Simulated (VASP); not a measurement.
A run of VASP 6.6.1:

The input INCAR:

```
SYSTEM = Pd
ALGO = Normal
DIPOL = 0.5 0.5 0.500
EDIFF = 1E-7
ENCUT = 520
GGA = PS
ICORELEVEL = 1
IDIPOL = 3
ISIF = 2
ISMEAR = 1
KPAR = 2
LASPH = .True.
LCHARG = .False.
LDIPOL = .True.
LREAL = .False.
LVACPOTAV = .True.
LVHAR = .True.
LWAVE = .False.
NELM = 80
PREC = Accurate
SIGMA = 0.1
```

KPOINTS

```
k-points
0
Gamma
  15 15 1
  0 0 0
```

Contents of POSCAR:

```
Pd
1.0
    2.7389767000      0.0000000000      0.0000000000
   -1.3694883500      2.3720234000      0.0000000000
    0.0000000000      0.0000000000     26.1818255700
Pd
6
Direct
    0.6666666700      0.3333333300      0.2864582500
    0.3333333300      0.6666666700      0.3718749500
    0.0000000000      0.0000000000      0.4572916500
    0.6666666700      0.3333333300      0.5427083500
    0.3333333300      0.6666666700      0.6281250500
    0.0000000000      0.0000000000      0.7135417500
```

Potentials or basis: VASP PAW PBE potentials, release 64 (Pd).

The run is started by

```bash
$ cat potpaw_PBE.64/Pd/POTCAR > POTCAR
$ mpirun -np 2 vasp_std > vasp.out
```

Hardware: 2 MPI ranks on AMD EPYC 9R45 96-Core Processor (Zen 5), with other jobs on the host.

Question: Estimate the wall time of this run.

Answer: Run time: 92 s on 2 MPI ranks on AMD EPYC 9R45 96-Core Processor (Zen 5), with other jobs on the host, peak memory 0.3 GiB a rank. Counts: scf iterations 28, k points 27.
